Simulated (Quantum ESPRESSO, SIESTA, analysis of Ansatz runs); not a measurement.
# V_Cl in SrCl2 (Fm-3m): how far do the levels depend on the basis, the mesh and the program? (SIESTA and Quantum ESPRESSO), part 2 of 6

We place the charge-transition levels of V_Cl in SrCl2 (Fm-3m) with atom-centred orbitals, then repeat the energies at other levels of method to see what holds. Model: a cell of 54 host atoms with 1 Cl taken out.

SIESTA and Quantum ESPRESSO ; SIESTA numerical-orbital DFT, PBEsol, DZP basis, PseudoDojo 0.4.1 potentials converted to PSML; charged supercells in a uniform background, point-charge correction with alignment at far sites.

So far. Step 2 (Band edges): The gap at this level is 5.00 eV.

## (3) Relaxing each charge state

Level of this step: SIESTA numerical-orbital DFT, PBEsol, DZP basis, PseudoDojo 0.4.1 potentials converted to PSML; relaxation of all atoms of a defect supercell (SIESTA).

Each state starts from the atoms near the defect displaced at random, so that no symmetry of the ideal site is imposed. An odd electron count needs spin polarisation, and the total moment is held fixed to keep the state apart from its neighbours in spin. Basis functions without a nucleus stand at the vacant site, for electrons that may collect there. Charge 0 is shown in full.

The input, defect.fdf:

```
SystemName                      Sr18Cl35
SystemLabel                     defect
NumberOfSpecies                 3
NumberOfAtoms                   54
%block ChemicalSpeciesLabel
  1   38 Sr
  2   17 Cl
  3  -17 Cl_ghost
%endblock ChemicalSpeciesLabel
LatticeConstant                 1.0 Ang
%block LatticeVectors
     0.000096000     6.977178000     6.977178000
    10.465767000     0.000144000    10.465767000
    10.465767000    10.465767000     0.000144000
%endblock LatticeVectors
AtomicCoordinatesFormat         Fractional
%block AtomicCoordinatesAndAtomicSpecies
     0.000000000     0.000000000     0.000000000  1
     0.375000179     0.250000119     0.250000119  2
     0.124999821     0.083333214     0.083333214  2
     0.000000000     0.000000000     0.333333333  1
     0.377826002     0.246108582     0.585366002  2
     0.124999821     0.083333214     0.416666547  2
     0.000000000     0.000000000     0.666666667  1
     0.375000179     0.250000119     0.916666786  2
     0.124999821     0.083333214     0.749999881  2
     0.000000000     0.333333333     0.000000000  1
     0.375805498     0.585693580     0.251078405  2
     0.124999821     0.416666547     0.083333214  2
    -0.002567760     0.333013862     0.331371700  1
     0.378497923     0.585727481     0.580476010  2
     0.124999821     0.416666547     0.416666547  2
     0.000000000     0.333333333     0.666666667  1
     0.375000179     0.583333453     0.916666786  2
     0.124999821     0.416666547     0.749999881  2
     0.000000000     0.666666667     0.000000000  1
     0.375000179     0.916666786     0.250000119  2
     0.124999821     0.749999881     0.083333214  2
     0.000000000     0.666666667     0.333333333  1
     0.375000179     0.916666786     0.583333453  2
     0.124999821     0.749999881     0.416666547  2
     0.000000000     0.666666667     0.666666667  1
     0.375000179     0.916666786     0.916666786  2
     0.124999821     0.749999881     0.749999881  2
     0.500000000     0.000000000     0.000000000  1
     0.874481958     0.251976354     0.252140215  2
     0.624999821     0.083333214     0.083333214  2
     0.500000000     0.000000000     0.333333333  1
     0.879428027     0.246383628     0.583028827  2
     0.624999821     0.083333214     0.416666547  2
     0.500000000     0.000000000     0.666666667  1
     0.875000179     0.250000119     0.916666786  2
     0.624999821     0.083333214     0.749999881  2
     0.500000000     0.333333333     0.000000000  1
     0.870749466     0.584954567     0.248215791  2
     0.624999821     0.416666547     0.083333214  2
     0.505814282     0.333307281     0.330968070  1
     0.875000179     0.583333453     0.583333453  2
     0.503432366     0.335542962     0.665555794  1
     0.875000179     0.583333453     0.916666786  2
     0.624999821     0.416666547     0.749999881  2
     0.500000000     0.666666667     0.000000000  1
     0.875000179     0.916666786     0.250000119  2
     0.624999821     0.749999881     0.083333214  2
     0.505495502     0.664431772     0.333920256  1
     0.875000179     0.916666786     0.583333453  2
     0.624999821     0.749999881     0.416666547  2
     0.500000000     0.666666667     0.666666667  1
     0.875000179     0.916666786     0.916666786  2
     0.624999821     0.749999881     0.749999881  2
     0.624999821     0.416666547     0.416666547  3
%endblock AtomicCoordinatesAndAtomicSpecies
%block kgrid.MonkhorstPack
    1   0   0  0.25
    0   1   0  0.25
    0   0   1  0.25
%endblock kgrid.MonkhorstPack
XC.Functional                   GGA
XC.Authors                      PBEsol
PAO.BasisSize                   DZP
PAO.EnergyShift                 0.005 Ry
Mesh.Cutoff                     300 Ry
Spin                            polarized
%block DM.InitSpin
    13   0.200
    29   0.200
    40   0.200
    42   0.200
    48   0.200
%endblock DM.InitSpin
Spin.Fix                        true
Spin.Total                      1.0
OccupationFunction              FD
ElectronicTemperature           0.01 eV
MaxSCFIterations                150
SCF.MustConverge                true
SCF.Mixer.Method                Pulay
SCF.Mixer.Weight                0.1
SCF.Mixer.History               10
SCF.DM.Tolerance                3.0e-4
SCF.H.Tolerance                 3.0e-3 eV
WriteForces                     true
Charge.Mulliken                 end
SaveRho                         true
SaveElectrostaticPotential      true
Charge.Hirshfeld                end
Charge.Voronoi                  end
MD.TypeOfRun                    Broyden
MD.Steps                        90
MD.MaxForceTol                  0.04 eV/Ang
MD.MaxDispl                     0.15 Ang
WriteCoorStep                   true
AtomCoorFormatOut               Fractional
%block Geometry.Constraints
  atom [54]
%endblock Geometry.Constraints
```

The run is started by

```console
> OMP_NUM_THREADS=1 siesta defect.fdf > defect.out
```

The log of the run:

```text
Version         : 5.4.2

                           ***********************
                           *  WELCOME TO SIESTA  *
                           ***********************

[...]
reinit: Reading from file defect.fdf

reinit: -----------------------------------------------------------------------
reinit: System Name: Sr18Cl35
reinit: -----------------------------------------------------------------------
reinit: System Label: defect
reinit: -----------------------------------------------------------------------

[...]
initatom: Reading input for the pseudopotentials and atomic orbitals ----------
Species number:   1 Atomic number:   38 Label: Sr
Species number:   2 Atomic number:   17 Label: Cl
Species number:   3 Atomic number:  -17 Label: Cl_ghost (floating PAOs)

[... pseudopotential checks and orbital generation ...]

prinput: Basis input

PAO.BasisType split

%block ChemicalSpeciesLabel
    1   38 Sr                      # Species index, atomic number, species label
    2   17 Cl                      # Species index, atomic number, species label
    3  -17 Cl_ghost                # Species index, atomic number, species label
%endblock ChemicalSpeciesLabel

%block PAO.Basis                 # Define Basis set
# WARNING: This information might be incomplete!
Sr                    4                    # Species label, number of l-shells
 n=4   0   1                         # n, l, Nzeta
   3.737
   1.000
 n=5   0   2                         # n, l, Nzeta
   9.543      7.081
   1.000      1.000
 n=4   1   1                         # n, l, Nzeta
   4.413
   1.000
 n=5   1   1                         # n, l, Nzeta
   9.543
   1.000
Cl                    2                    # Species label, number of l-shells
 n=3   0   2                         # n, l, Nzeta
   4.413      2.893
   1.000      1.000
 n=3   1   2 P   1                   # n, l, Nzeta, Polarization, NzetaPol
   5.490      3.619
   1.000      1.000
Cl_ghost              2                    # Species label, number of l-shells
 n=3   0   2                         # n, l, Nzeta
   4.413      2.893
   1.000      1.000
 n=3   1   2 P   1                   # n, l, Nzeta, Polarization, NzetaPol
   5.490      3.619
   1.000      1.000
%endblock PAO.Basis

prinput: ----------------------------------------------------------------------

coor:   Atomic-coordinates input format  =     Fractional

[...]
siesta: System type = bulk

initatomlists: Number of atoms, orbitals, and projectors:     54   630   954

[... echo of the settings ...]

siesta: k-grid: Number of k-points = 1
siesta: k-points from Monkhorst-Pack grid
siesta: k-cutoff (effective) =     4.934 Ang
siesta: k-point supercell and displacements
siesta: k-grid:     1     0     0      0.250
siesta: k-grid:     0     1     0      0.250
siesta: k-grid:     0     0     1      0.250

diag: Algorithm                                     = D&C
diag: Absolute tolerance                            =  0.100E-15
diag: Orthogonalization factor                      =  0.100E-05

superc: Internal auxiliary supercell:     3 x     3 x     3  =      27
superc: Number of atoms, orbitals, and projectors:   1458  17010  25758

siesta: Constraint (1): pos
  [ 54 ]

                     ====================================
                        Begin Broyden opt. move =      0
                     ====================================

[...]
superc: Internal auxiliary supercell:     3 x     3 x     3  =      27
superc: Number of atoms, orbitals, and projectors:   1458  17010  25758

outcell: Unit cell vectors (Ang):
        0.000096    6.977178    6.977178
       10.465767    0.000144   10.465767
       10.465767   10.465767    0.000144

outcell: Cell vector modules (Ang)   :    9.867220   14.800830   14.800830
outcell: Cell angles (23,13,12) (deg):     59.9991     59.9991     59.9991
outcell: Cell volume (Ang**3)        :   1528.4209
[...]
Initializing Density Matrix...

[...]
DM filled with atomic data (user-defined):

InitMesh: MESH = 90 x 128 x 128 = 1474560
InitMesh: Mesh cutoff (required, used) =   300.000   310.064 Ry

[...]
iscf     Eharris(eV)        E_KS(eV)     FreeEng(eV)     dDmax     Ef_up Ef_dn(eV) dHmax(eV)
   scf:    1   -32423.834691   -32425.156194   -32425.156194  0.823526 -2.098893 -3.104078  2.963152
[...]
scf:    2   -32428.149397   -32426.692351   -32426.692351  0.019021 -2.059185 -3.606533  2.394254
[...]
scf:    3   -32431.341444   -32429.579172   -32429.579172  0.069569 -2.072182 -3.324308  1.675263
[...]
scf:    4   -32429.707251   -32429.652920   -32429.652920  0.006947 -2.011512 -3.130974  1.254670
[...]
scf:    5   -32429.692379   -32429.683171   -32429.683171  0.006539 -2.060577 -2.970798  0.259042
[...]
scf:    6   -32429.694800   -32429.693563   -32429.693563  0.004700 -2.157097 -2.999441  0.224255
[...]
scf:    7   -32429.693750   -32429.693657   -32429.693657  0.000111 -2.156673 -2.995008  0.207715
[...]
scf:    8   -32429.694589   -32429.694234   -32429.694234  0.001135 -2.144121 -2.941818  0.048681
[...]
scf:    9   -32429.694310   -32429.694280   -32429.694280  0.000466 -2.138260 -2.921928  0.004183
[...]
scf:   10   -32429.694281   -32429.694281   -32429.694281  0.000117 -2.137296 -2.923385  0.001778
[...]
scf:    3   -32429.756427   -32429.755989   -32429.755989  0.000690 -2.081454 -2.874853  0.004005
[...]
scf:    4   -32429.755991   -32429.755990   -32429.755990  0.000050 -2.081324 -2.875107  0.001764
     spin moment: {S} , |S| = {        0.0        0.0    1.00000 }     1.00000

SCF Convergence by DM+H criterion
[...]
SCF cycle converged after 4 iterations

[...]
siesta: E_KS(eV) =           -32429.7560

siesta: Atomic forces (eV/Ang):
     1   -0.015611    0.001644    0.000545
     2    0.001090    0.001620    0.002487
     3    0.009387   -0.000729    0.005866
     4    0.007951    0.002499   -0.003919
     5    0.006036   -0.015954    0.013762
     6    0.002271   -0.000965    0.004648
     7    0.010169   -0.006277    0.010512
     8    0.000462   -0.004758    0.005479
     9    0.000988   -0.012477    0.020196
    10    0.001202   -0.005444    0.003913
[...]
50    0.005513   -0.006526   -0.007693
    51   -0.013059   -0.004023    0.000722
    52   -0.003438    0.004756    0.003707
    53   -0.001530    0.001401    0.001187
    54   -0.002077    0.001364   -0.000632
   Tot    0.002026    0.002272   -0.000939
   Max    0.026486
   Res    0.007153    sqrt( Sum f_i^2 / 3N )
   Max    0.026486    constrained

Stress tensor Voigt[x,y,z,yz,xz,xy] (kbar):        0.69        0.49        0.48       -0.07        0.00        0.08
[...]
outcoor: Relaxed atomic coordinates (fractional):
   -0.00017109    0.00009542    0.00018860   1       1  Sr
    0.37468398    0.25046519    0.25029880   2       2  Cl
    0.12441444    0.08370444    0.08374752   2       3  Cl
    0.00019523   -0.00021230    0.33353367   1       4  Sr
    0.37764517    0.25052150    0.58247596   2       5  Cl
    0.12536935    0.08303902    0.41653381   2       6  Cl
    0.00027455   -0.00070285    0.66666359   1       7  Sr
    0.37549520    0.25024804    0.91592231   2       8  Cl
    0.12525529    0.08344818    0.74971579   2       9  Cl
    0.00026728    0.33365188   -0.00031895   1      10  Sr
    0.37716901    0.58255356    0.25140822   2      11  Cl
    0.12522739    0.41685887    0.08298436   2      12  Cl
   -0.00088289    0.33373641    0.33335066   1      13  Sr
    0.37735683    0.58293955    0.58192032   2      14  Cl
    0.12564008    0.41684501    0.41615264   2      15  Cl
    0.00069474    0.33356501    0.66643214   1      16  Sr
[...]
0.00014759    0.66662383   -0.00062578   1      19  Sr
[...]
-0.00008897    0.66659980    0.33375786   1      22  Sr
[...]
0.00032265    0.66647326    0.66643993   1      25  Sr
[...]
0.49973483    0.00027637    0.00005811   1      28  Sr
[...]
0.50073738    0.33382887    0.33379055   1      40  Sr
[...]
0.50191710    0.33393451    0.66504259   1      42  Sr
[...]
0.50046381    0.66650410    0.00004478   1      45  Sr
[...]
0.62512260    0.75041211    0.08293099   2      47  Cl
    0.50096607    0.66632023    0.33343893   1      48  Sr
    0.87502990    0.91645941    0.58346972   2      49  Cl
    0.62575876    0.75028636    0.41657050   2      50  Cl
    0.50074616    0.66674108    0.66675448   1      51  Sr
    0.87534002    0.91657121    0.91668445   2      52  Cl
    0.62532877    0.74985218    0.75011695   2      53  Cl
    0.62499982    0.41666655    0.41666655   3      54  Cl_ghost

[...]
siesta: Final energy (eV):
siesta:  Band Struct. =   -7146.144330
siesta:       Kinetic =    9803.178518
siesta:       Hartree =    5760.647732
[...]
siesta:         Exch. =   -7641.550215
siesta:         Corr. =    -686.282399
[...]
siesta:   Exch.-corr. =   -8327.832614
siesta:  Ion-electron =  -21676.762746
siesta:       Ion-ion =  -17988.986880
[...]
siesta:         Total =  -32429.755990
siesta:      Fermi_up =      -2.081324
siesta:      Fermi_dn =      -2.875107

siesta: Stress tensor (static) (eV/Ang**3):
siesta:     0.000430    0.000052    0.000001
siesta:     0.000052    0.000307   -0.000046
siesta:     0.000001   -0.000046    0.000302

siesta: Cell volume =       1528.420868 Ang**3

siesta: Pressure (static):
siesta:                Solid            Molecule  Units
siesta:          -0.00000377         -0.00000161  Ry/Bohr**3
siesta:          -0.00034643         -0.00014802  eV/Ang**3
siesta:          -0.55504771         -0.23715775  kBar

[...]
mulliken: Qtot =      213.000

[...]
mulliken: Qtot =      212.000

Mulliken Atomic Populations:
Atom #   charge [q] valence [e]      Sz [e]  Species
     1     0.984950    9.015050    0.002101  Sr
     2    -0.491244    7.491244    0.001092  Cl
     3    -0.492654    7.492654    0.000543  Cl
     4     0.982145    9.017855    0.004774  Sr
     5    -0.477323    7.477323    0.008962  Cl
     6    -0.490664    7.490664    0.000142  Cl
     7     0.985305    9.014695    0.001946  Sr
     8    -0.491294    7.491294    0.000275  Cl
     9    -0.490843    7.490843    0.001204  Cl
    10     0.981794    9.018206    0.004857  Sr
    11    -0.477196    7.477196    0.008907  Cl
    12    -0.491499    7.491499    0.000146  Cl
    13     0.868754    9.131246    0.195807  Sr
    14    -0.477371    7.477371    0.008697  Cl
    15    -0.488856    7.488856    0.000769  Cl
    16     0.985213    9.014787    0.001324  Sr
[...]
19     0.985306    9.014694    0.001978  Sr
[...]
22     0.985412    9.014588    0.001392  Sr
[...]
25     0.980949    9.019051    0.006129  Sr
[...]
28     0.979754    9.020246    0.007502  Sr
[...]
40     0.863263    9.136737    0.199064  Sr
[...]
42     0.863646    9.136354    0.200552  Sr
[...]
45     0.985905    9.014095    0.001045  Sr
[...]
47    -0.490722    7.490722    0.000226  Cl
    48     0.869653    9.130347    0.193919  Sr
    49    -0.493858    7.493858    0.000145  Cl
    50    -0.491309    7.491309    0.000375  Cl
    51     0.985401    9.014599    0.001448  Sr
    52    -0.492339    7.492339    0.000153  Cl
    53    -0.494697    7.494697    0.000079  Cl
    54     6.898673    0.101327    0.095618  Cl_ghost
 Total     7.000000                1.000000

[...]
Job completed
```

Elapsed: 14 min, on 1 MPI rank of Intel Xeon Platinum 8175M at 2.50GHz (Skylake/Cascade Lake), shared host; peak memory 0.86 GiB.

The steps and moves of this run count from the displaced start.

The steps of the relaxation:

```
step  energy less that of the first step (eV)  largest force (eV/Å)
   0                                   0.0000                0.3694
   1                                  -0.0146                0.3050
   2                                  -0.0554                0.0865
   3                                  -0.0590                0.0622
   4                                  -0.0617                0.0333
```

The atoms that moved most (Å):

| atom | dx | dy | dz | length |
| --- | --- | --- | --- | --- |
| Cl5 | 0.016 | -0.032 | 0.045 | 0.057 |
| Cl32 | 0.030 | -0.038 | 0.012 | 0.050 |
| Sr13 | 0.028 | 0.032 | 0.019 | 0.047 |
| Sr40 | 0.035 | -0.006 | -0.030 | 0.046 |
| Cl38 | -0.004 | 0.044 | -0.006 | 0.044 |
| Sr48 | 0.015 | -0.037 | -0.012 | 0.041 |
| Cl14 | -0.014 | 0.007 | -0.037 | 0.040 |
| Cl11 | -0.029 | 0.013 | -0.023 | 0.040 |

Neighbours of the ideal centre at the end:

| atom | distance (Å) |
| --- | --- |
| Sr42 | 3.002 |
| Sr40 | 3.004 |
| Sr13 | 3.014 |
| Sr48 | 3.017 |
| Cl11 | 3.459 |
| Cl29 | 3.463 |
| Cl5 | 3.465 |
| Cl14 | 3.470 |
| Cl38 | 3.470 |
| Cl32 | 3.478 |

Energies on the run's own zero. States near gap, by row:

```
spin  k  band  energy (eV)  filled by count
  up  0   209       -7.293                1
  up  0   210       -7.259                1
  up  0   211       -7.199                1
  up  0   212       -7.199                1
  up  0   213       -3.122                1
  up  0   214        -1.57                0
  up  0   215      -0.5912                0
  up  0   216      -0.5626                0
  up  0   217      -0.5252                0
down  0   208        -7.32                1
down  0   209       -7.291                1
down  0   210       -7.257                1
down  0   211       -7.197                1
down  0   212       -7.197                1
down  0   213       -2.343                0
down  0   214       -1.304                0
down  0   215      -0.4102                0
down  0   216      -0.3763                0
```

Spin density in the bc plane at fractional x = 0.625, through the centre, with atoms of Cl within 0.45 Å of it.

Ten even steps from '0' (-0.02 × 1e-2 e/Å³) to '9' (3.75 × 1e-2 e/Å³), each cell a mean:
```
000000000000000000000000000000000000000000
000000000000000000000000000000000000000000
000000000000000000000000000000000000000000
000000000000000000000000000000000000000000
000000000000000000000000000000000000000000
000000000000000000000000000000000000000000
000000000000000000000000000000000000000000
000000000000000000000000000000000000000000
000000000000000000000000000000000000000000
000000000000000000000000000000000000000000
000000000111222222110000000000000000000000
000000000112345655432100000000000000000000
000000000112357888764211000000000000000000
000000000012357899987531100000000000000000
000000000001135789998642100000000000000000
000000000000002357777642100000000000000000
000000000000000123444432100000000000000000
000000000000000001122221100000000000000000
000000000000000000011111000000000000000000
000000000000000000000000000000000000000000
000000000000000000000000000000000000000000
000000000000000000000000000000000000000000
000000000000000000000000000000000000000000
000000000000000000000000000000000000000000
```
Columns run along b (14.8 Å), rows up along c (14.8 Å). Atoms in or near the plane, at fractional coordinates: Cl at (0.08, 0.08), Cl at (0.08, 0.42), Cl at (0.08, 0.75), Cl at (0.42, 0.08), Cl at (0.42, 0.75), Cl at (0.75, 0.08), Cl at (0.75, 0.42), Cl at (0.75, 0.75).

Valence density in the bc plane at fractional x = 0.625, through the centre, with atoms of Cl within 0.45 Å of it. It is the smooth field of the valence electrons, not physical close to the nuclei.

Ten even steps from '0' (0.0 e/Å³) to '9' (1.7 e/Å³), each cell a mean:
```
100000000001221000000000012210000000000122
100000000000011000000000000110000000000001
000000000000000000000000000000000000000000
111000000000001110000000000011100000000000
257641000000002576410000000025764100000000
279577200000002795772000000027957720000000
037879510000000378795100000003787951000000
001244310001110012443100011100124431000111
100000000001231000000000012210000000000122
100000000000011000000000000110000000000001
000000000000000000000000000000000000000000
111000000000000000000000000011100000000000
257641000000000000000000000025764100000000
279577200000000000000000000027957720000000
037879510000000000000000000003787951000000
001244310001110000000000011100124431000111
100000000001221000000000012210000000000122
100000000000011000000000000110000000000001
000000000000000000000000000000000000000000
111000000000001110000000000011100000000000
257641000000002576410000000025764100000000
279577200000002795772000000027957720000000
037879510000000378795100000003787951000000
001244310001110012443100011100134431000111
```
Columns run along b (14.8 Å), rows up along c (14.8 Å). Atoms in or near the plane, at fractional coordinates: Cl at (0.08, 0.08), Cl at (0.08, 0.42), Cl at (0.08, 0.75), Cl at (0.42, 0.08), Cl at (0.42, 0.75), Cl at (0.75, 0.08), Cl at (0.75, 0.42), Cl at (0.75, 0.75).

[end of part 2 of 6]

[Logs are printed without paths, hosts, clocks, repeated set-up lines and the standing remarks that a program may print on its own settings, such as how far it seeks lower states.]

[Hosts, paths, dates, database ids (printed as entryN), source tags and the programs' standing remarks are cut or masked in the printed files.]

[For some hosts the program warned that the k-mesh of the response run may be too coarse for force constants and the static dielectric constant; such warnings are not shown here.]

[Charge tables in the logs are Mulliken or Hirshfeld populations, whose sizes and signs can differ; where basis functions stand at a vacancy, SIESTA counts their charge against the missing atom's valence.]

[In relaxation paths of CP2K, step 0 can be the structure after the first move, since the trajectory file begins there, and the last row can be the final structure solved once more.]
